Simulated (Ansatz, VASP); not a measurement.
**Two plane-wave programs on ZnSe**

```xyz
2
Lattice="0.0000 2.6182 2.6182 2.6182 0.0000 2.6182 2.6182 2.6182 0.0000" Properties=species:S:1:pos:R:3 pbc="T T T"
Zn    0.0000    0.0000    0.0000
Se    3.9273    3.9273    3.9273
```

Alike in both runs: functional LDA; k mesh 10 × 10 × 10; no spin polarisation.

Ansatz relaxed the structure, and its values are those at the end. VASP's run is a single point on that final structure, the one shown.

```csv
,VASP,Ansatz
version,VASP 6.6.1,Ansatz 0.2.0
potentials or method,"VASP PAW LDA potentials, release 64 (Zn, Se)","scalar-relativistic, plane waves, PAW"
plane-wave cutoff (eV),520,420
occupations,"gaussian, width 0.01 eV",fixed
valence electrons in the cell,18,28
```

VASP gave:

```
gap on the k mesh at the Fermi level (eV) : 2.12
least direct gap on the mesh (eV)         : 2.12
pressure (GPa)                            : 20.7
```

Task: Which values does Ansatz return?

Result: gap on the k mesh at the Fermi level (eV): 2.07; least direct gap on the mesh (eV): 2.07; pressure (GPa): 20.0.

The two sets of potentials don't hold the same shells in valence.

Caveats: so large a pressure means that the cell lies far from this level's equilibrium, or that cutoff or potentials fall short (VASP). Expect the measured gap to be larger: semilocal functionals such as LDA lack the derivative discontinuity. A k mesh can miss the band edges.
